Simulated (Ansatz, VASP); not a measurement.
## NaH: VASP beside Ansatz

File INCAR:

```
SYSTEM = NaH
PREC = Accurate
ENCUT = 600
EDIFF = 1E-6
ISMEAR = 0
SIGMA = 0.02
LREAL = .False.
LASPH = .True.
NELM = 100
ALGO = Normal
ISIF = 3
LWAVE = .False.
LCHARG = .False.
GGA = PS
IBRION = 2
NSW = 100
EDIFFG = -0.005
```

KPOINTS

```
Automatic mesh
0
Gamma
  8 8 8
  0 0 0
```

The input POSCAR:

```
NaH
1.0
    0.0000000000      2.4400000000      2.4400000000
    2.4400000000      0.0000000000      2.4400000000
    2.4400000000      2.4400000000      0.0000000000
Na H
1 1
Direct
    0.0000000000      0.0000000000      0.0000000000
    0.5000000000      0.5000000000      0.5000000000
```

Input for Ansatz:

```yaml
crystal:
  lattice:
    - [0.0, 2.44, 2.44]
    - [2.44, 0.0, 2.44]
    - [2.44, 2.44, 0.0]
  atoms:
    - { symbol: Na, position: [0.0, 0.0, 0.0] }
    - { symbol: H, position: [0.5, 0.5, 0.5] }
basis:
  ecutwfc: 420
kpoints:
  mp_grid: { grid: [8, 8, 8] }
hamiltonian:
  xc: pbesol
scf:
  occupations: { method: gaussian, width: 0.02 }
output:
  forces: true
  stress: true
  eigenvalues: true
relax:
  adjacent_minimum: "off"
  f_tol: 0.005
  max_steps: 80
  cell: { stress_tol: 0.05 }
```

Alike in both runs: task relaxation of cell and atoms; functional PBEsol; k mesh 8 × 8 × 8; occupations gaussian, width 0.02 eV; no spin polarisation.

```csv
,VASP,Ansatz
version,VASP 6.6.1,Ansatz 0.2.0
potentials or method,"VASP PAW PBE potentials, release 64 (Na_pv, H)","scalar-relativistic, plane waves, PAW"
plane-wave cutoff (eV),600,420
valence electrons in the cell,8,10
```

|  | VASP | Ansatz | Ansatz less VASP |
| --- | --- | --- | --- |
| gap on the k mesh at the Fermi level, each at its own relaxed structure (eV) | 3.60 | 3.61 | +0.003 |
| relaxed volume (Å³/atom) | 13.76 | 13.75 | -0.009 |
| relaxed cell length with the largest relative difference (Å) | 3.389 | 3.388 | -0.0007 |
| energy change over the relaxation (meV/atom) | -3 | -3 | -0.1 |

The two sets of potentials don't hold the same shells in valence.

Caveats: the PAW data sets were made with another functional, which shifts forces and pressure a little (VASP). A k mesh can miss the band edges. A hybrid or GW would open this gap; PBEsol tends to underestimate it.
